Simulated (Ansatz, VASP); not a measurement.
## Two plane-wave programs on LiCl

INCAR

```
SYSTEM = LiCl
  PREC = Accurate
  ENCUT = 520
  EDIFF = 1E-6
  ISMEAR = 0
  SIGMA = 0.02
  LREAL = .False.
  LASPH = .True.
  NELM = 100
  ALGO = Fast
  ISIF = 2
  LWAVE = .False.
  LCHARG = .False.
  GGA = PE
  NBANDS = 18
```

File KPOINTS:

```
regular mesh
0
Gamma
  9 9 4
  0 0 0
```

POSCAR

```
LiCl
1.0
    3.9961973180     -0.0418784932     -0.0993387687
   -2.0343664980      3.4826993759     -0.0062109598
   -0.1608997449     -0.1045117268      6.1874883729
Li Cl
2 2
Direct
    0.6624652362      0.3340364681      0.8769765478
    0.3368875050      0.6659429379      0.3759682361
    0.6737111642      0.3367519346      0.4936388467
    0.3269386424      0.6632686594      1.0034167963
```

Input for Ansatz:

```yaml
crystal:
  lattice:
    - [3.996197318, -0.0418784932, -0.0993387687]
    - [-2.034366498, 3.4826993759, -0.0062109598]
    - [-0.1608997449, -0.1045117268, 6.1874883729]
  atoms:
    - { symbol: Li, position: [0.6624652362, 0.3340364681, 0.8769765478] }
    - { symbol: Li, position: [0.336887505, 0.6659429379, 0.3759682361] }
    - { symbol: Cl, position: [0.6737111642, 0.3367519346, 0.4936388467] }
    - { symbol: Cl, position: [0.3269386424, 0.6632686594, 1.0034167963] }
basis:
  ecutwfc: 420
kpoints:
  mp_grid: { grid: [9, 9, 4] }
hamiltonian:
  xc: pbe
scf:
  occupations: { method: gaussian, width: 0.02 }
output:
  forces: true
  stress: true
  eigenvalues: true
```

Change from the starting cell: all atoms moved at random, cell strained at random.

Alike in both runs: task single point; functional PBE; k mesh 9 × 9 × 4; occupations gaussian, width 0.02 eV; no spin polarisation.

|  | VASP | Ansatz |
| --- | --- | --- |
| version | VASP 6.6.1 | Ansatz 0.2.0 |
| potentials or method | VASP PAW PBE potentials, release 64 (Li_sv, Cl) | scalar-relativistic, plane waves, PAW |
| plane-wave cutoff (eV) | 520 | 420 |
| valence electrons in the cell | 20 | 20 |

VASP gave:

* gap on the k mesh at the Fermi level (eV): 5.79
* least direct gap on the mesh (eV): 5.79
* rms of the force components (eV/Å): 0.104

**Question.** Which values does Ansatz return?

**Answer.** gap on the k mesh at the Fermi level (eV): 5.78; least direct gap on the mesh (eV): 5.78; rms of the force components (eV/Å): 0.103.

Atom by atom the forces differ by 0.001 eV/Å (rms over components). The functional is the same, so the differences come from potentials, cutoffs and numerics.

Caveats: an odd mesh through Γ misses points on the zone boundary, where band edges often lie.
